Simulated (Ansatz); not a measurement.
## Defect calculation, host BP

Computed with Ansatz, DFT PBE, scalar-relativistic, plane waves, PAW. Run with 420 eV cutoff, 2×2×2 k-mesh, Gaussian smearing of 0.01 eV, collinear spin in charge 0, +2 alone.

Host crystal, relaxed:

```yaml
crystal:
  lattice:
    - [0.00000, 2.27410, 2.27410]
    - [2.27410, 0.00000, 2.27410]
    - [2.27410, 2.27410, 0.00000]
  atoms:
    - { symbol: B, position: [0.00000, 0.00000, 0.00000] }
    - { symbol: P, position: [0.25000, 0.25000, 0.25000] }
```

Supercell of 32 atoms, rows in host cell vectors: 1 -3 1; -3 1 1; 1 1 -3. Atoms relax at the host's cell, keeping the symmetry that the supercell leaves at the site. The cell is small, so energies carry finite-size errors of tenths of an eV. The host's Kohn–Sham gap is 1.25 eV. Atoms are taken from and returned to the elements' standard states. Charged cells are corrected for image charges with the computed static dielectric tensor (mean 9.3) and aligned with the host's potential at far atoms (alignment terms reach 0.99 eV; the program doubts the alignment in some charges, where it is up to 0.99 eV). No band-filling term is added, and the Fermi level counts from the host's valence band top.

The defect is an interstitial at (0.500, 0.500, 0.500) of the host cell.

```json
{"charge": "+2", "E_f at the valence band top (eV)": "9.29", "over the neutral state (eV)": "-1.01", "moment (μB)": "0.25", "largest move (Å)": "0.21", "atoms near the site": "4 P at 2.18 Å, 6 B at 2.32 Å"}
{"charge": "+1", "E_f at the valence band top (eV)": "9.54", "over the neutral state (eV)": "-0.76", "moment (μB)": "0.00", "largest move (Å)": "0.22", "atoms near the site": "4 P at 2.19 Å, 6 B at 2.32 Å"}
{"charge": "0", "E_f at the valence band top (eV)": "10.30", "over the neutral state (eV)": "0.00", "moment (μB)": "0.50", "largest move (Å)": "0.24", "atoms near the site": "4 P at 2.21 Å, 6 B at 2.30 Å"}
```

Among the charges computed the stable one is +2 at the valence band top, changing to +1 at 0.25 eV, changing to 0 at 0.76 eV. In charge +2, +1, 0 the cell has partly filled bands: a level of the defect may be part filled, the carrier may sit in the host's bands, or levels may cross between the k points, so transitions that involve it are doubtful. Without the alignment that the program doubts, the level (+1/0) would lie at 1.35 eV, outside the gap, so these runs don't decide whether the defect changes charge there. Other sites of the defect weren't tried. Fractional moments come from partly filled bands of the small cell.

(1) Which element is it? Judge by the nearest distance in charge 0 and covalent radii.
A. P
B. Sc
C. Pd
D. Os
E. Ir

## Answers

(1) A. The nearest neighbour is P at 2.21 Å, and the summed covalent radii with P are 2.48 Å for Ir, 2.51 Å for Os, 2.14 Å for P, 2.46 Å for Pd, 2.77 Å for Sc, so P fits best. Bonds can miss such sums by a tenth of an ångström or more.